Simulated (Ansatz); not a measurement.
# Electrons against holes in Na2S — Ansatz, plane waves and PAW

Space group Fm-3m (No. 225), 3 atoms in the cell of the first input below: a = 4.615 Å, b = 4.615 Å, c = 4.615 Å, α = 60.00°, β = 60.00°, γ = 60.00°.

The structure is a measured one, not always of the ambient phase, taken without relaxation (pressure -0.3 GPa with this functional, without spin–orbit coupling). Functional: PBEsol.

Spin–orbit coupling is left out. Kohn–Sham gap between the band edges found on a fine mesh: 2.39 eV.

Levels at points 0.012 Å⁻¹ about the band edges give the masses:

```yaml
crystal:
  lattice:
    - [0.0, 3.2629996103, 3.2629996103]
    - [3.2629996103, 0.0, 3.2629996103]
    - [3.2629996103, 3.2629996103, 0.0]
  atoms:
    - { symbol: Na, position: [0.25, 0.25, 0.25] }
    - { symbol: Na, position: [0.75, 0.75, 0.75] }
    - { symbol: S, position: [0.0, 0.0, 0.0] }
basis:
  ecutwfc: 420
  ecutrho_ratio: 4
kpoints:
  mp_grid: { grid: [10, 10, 10] }
hamiltonian:
  xc: pbesol
scf:
  occupations: { method: gaussian, width: 0.05 }
output:
  forces: true
  stress: true
  eigenvalues: true
  eigenstates:
    kpoints:
      - [0.0, 0.0, 0.0]
      - [0.0, 0.00623187, 0.00623187]
      - [0.0, -0.00623187, -0.00623187]
      - [0.00623187, 0.0, 0.00623187]
      - [-0.00623187, 0.0, -0.00623187]
      - [0.00623187, 0.00623187, 0.0]
      - [-0.00623187, -0.00623187, 0.0]
      - [0.004406598, 0.004406598, 0.008813195]
      - [-0.004406598, -0.004406598, -0.008813195]
      - [0.004406598, 0.008813195, 0.004406598]
      - [-0.004406598, -0.008813195, -0.004406598]
      - [0.008813195, 0.004406598, 0.004406598]
      - [-0.008813195, -0.004406598, -0.004406598]
      - [0.007195944, 0.007195944, 0.007195944]
      - [-0.007195944, -0.007195944, -0.007195944]
      - [0.0, 0.0, 0.0]
      - [0.0, 0.00623187, 0.00623187]
      - [0.0, -0.00623187, -0.00623187]
      - [0.00623187, 0.0, 0.00623187]
      - [-0.00623187, 0.0, -0.00623187]
      - [0.00623187, 0.00623187, 0.0]
      - [-0.00623187, -0.00623187, 0.0]
      - [0.004406598, 0.004406598, 0.008813195]
      - [-0.004406598, -0.004406598, -0.008813195]
      - [0.004406598, 0.008813195, 0.004406598]
      - [-0.004406598, -0.008813195, -0.004406598]
      - [0.008813195, 0.004406598, 0.004406598]
      - [-0.008813195, -0.004406598, -0.004406598]
      - [0.007195944, 0.007195944, 0.007195944]
      - [-0.007195944, -0.007195944, -0.007195944]
    de_dk: true
    e_range: [-1.79640150742, 1.795253066637]
```

```bash
ansatz run input.yaml --threads 4 --pin off --max-ram 9216MiB --backend cpu --events-out ev --progress --plain --runs-dir out
```

Time: 0.82 s on 4 threads of Intel(R) Xeon(R) 6975P-C (Granite Rapids) (shared host), peak memory 0.43 GiB.

Edges at k = (0.000, 0.000, 0.000) and (0.000, 0.000, 0.000); masses in electron masses along fixed Cartesian directions (which need not be the axes of a valley), negative for hole-like bands, for at most the three nearest levels of the same spin at these k-points, within 0.3 eV:

```tsv
edge	band	from the edge (meV)	degeneracy	x	y	z	111
valence	1	0	3	-2.694	-2.694	-2.694	-7.5
valence	2	0	3	-2.694	-2.694	-2.694	-7.5
valence	3	0	3	-0.407	-0.407	-0.407	-0.341
conduction	1	0	1	0.279	0.279	0.279	0.279
```

These curvatures agree with the slopes at the same points. They hold at the edge alone, and further out the bands need not be parabolic. Degenerate bands can be warped: each is named by its order in energy along a direction and has no mass tensor of its own.

The states of the whole zone with their velocity products:

```yaml
crystal:
  lattice:
    - [0.0, 3.2629996103, 3.2629996103]
    - [3.2629996103, 0.0, 3.2629996103]
    - [3.2629996103, 3.2629996103, 0.0]
  atoms:
    - { symbol: Na, position: [0.25, 0.25, 0.25] }
    - { symbol: Na, position: [0.75, 0.75, 0.75] }
    - { symbol: S, position: [0.0, 0.0, 0.0] }
basis:
  ecutwfc: 420
  ecutrho_ratio: 4
kpoints:
  mp_grid: { grid: [10, 10, 10] }
hamiltonian:
  xc: pbesol
scf:
  occupations: { method: gaussian, width: 0.05 }
output:
  forces: true
  stress: true
  eigenvalues: true
  states_by_energy: { minimum_broadening: 0.05 }
```

```bash
ansatz run input.yaml --threads 4 --pin off --max-ram 9216MiB --backend cpu --events-out ev --progress --plain --runs-dir out
```

Time: 19 s on 4 threads of Intel(R) Xeon(R) 6975P-C (Granite Rapids), on a shared host, peak memory 0.94 GiB.

From that table, at a constant relaxation time τ with Fermi–Dirac weights and rigid bands:

| T (K) | doping (cm⁻³) | μ − E_F (eV) | σ_xx/τ (10²⁰/Ω m s) | S_xx (μV/K) | Lorenz (10⁻⁸ V²/K²) | ħω_p,xx (eV) |
| --- | --- | --- | --- | --- | --- | --- |
| 600 | n 1e19 | 1.204 | 0.00905 | -231 | 1.90 | 0.210 |
| 600 | p 1e19 | -0.910 | 0.00093 | 675 | 1.48 | 0.067 |
| 600 | n 1e20 | 1.438 | 0.0818 | -81 | 2.20 | 0.633 |
| 600 | p 1e20 | -1.030 | 0.00929 | 476 | 1.48 | 0.213 |
| 600 | n 1e21 | 2.124 | 0.542 | -22 | 2.41 | 1.628 |
| 600 | p 1e21 | -1.155 | 0.0921 | 280 | 1.49 | 0.671 |
| 900 | n 1e19 | 1.148 | 0.00867 | -283 | 1.86 | 0.206 |
| 900 | p 1e19 | -0.722 | 0.000855 | 710 | 1.22 | 0.065 |
| 900 | n 1e20 | 1.421 | 0.0797 | -115 | 2.08 | 0.625 |
| 900 | p 1e20 | -0.901 | 0.00854 | 512 | 1.22 | 0.204 |
| 900 | n 1e21 | 2.116 | 0.537 | -34 | 2.41 | 1.621 |
| 900 | p 1e21 | -1.085 | 0.0846 | 314 | 1.23 | 0.644 |

Which of the dopings listed at 600 K has the largest power factor S²σ/τ along x?

n 1e19: 0.48, p 1e19: 0.42, n 1e20: 0.54, p 1e20: 2.1, n 1e21: 0.26, p 1e21: 7.2 (10¹¹ W/m K² s), so p 1e21 cm⁻³, if τ is the same for all.

What conductivity mass along x follows from the plasma energy at 1e19 electrons per cm³ and 600 K, and how does it compare with the band-edge mass?

(ħω_p)² = ħ² n e²/(ε0 m) gives m = 0.311, against 0.279 at the edge: heavier. The same formula gives 0.344 at 1e20 cm⁻³, so the mass grows with filling, as the carriers reach where the band flattens or other valleys lie.

Caveats: melting, decomposition and changes of phase at these temperatures weren't checked; no scattering is computed, and the gap isn't corrected.

Electrons in Na2S are light and isotropic, while most holes are heavy. The conduction minimum is an s-like state at Γ, spread over sodium and sulfur, whereas the valence top is built from S 3p orbitals that overlap only weakly between well-separated sulfide ions. Their directionality also warps the bands, taking the heavy-hole mass from 2.694 along the cube axes to 7.5 along 111.

At every matched doping and temperature, holes therefore conduct less per unit τ but have the larger Seebeck coefficient. Their high density of states keeps μ inside the gap even at 1e21 cm⁻³, where electrons are already strongly degenerate. The low hole Lorenz numbers, falling further on heating, suggest that the narrow valence band limits the energy spread of the carriers.

The hole power factor at 600 K is still rising at the highest doping listed, so its optimum isn't located, and in so ionic a sulfide the holes may self-trap as small polarons, which would undo their advantage in this band picture.
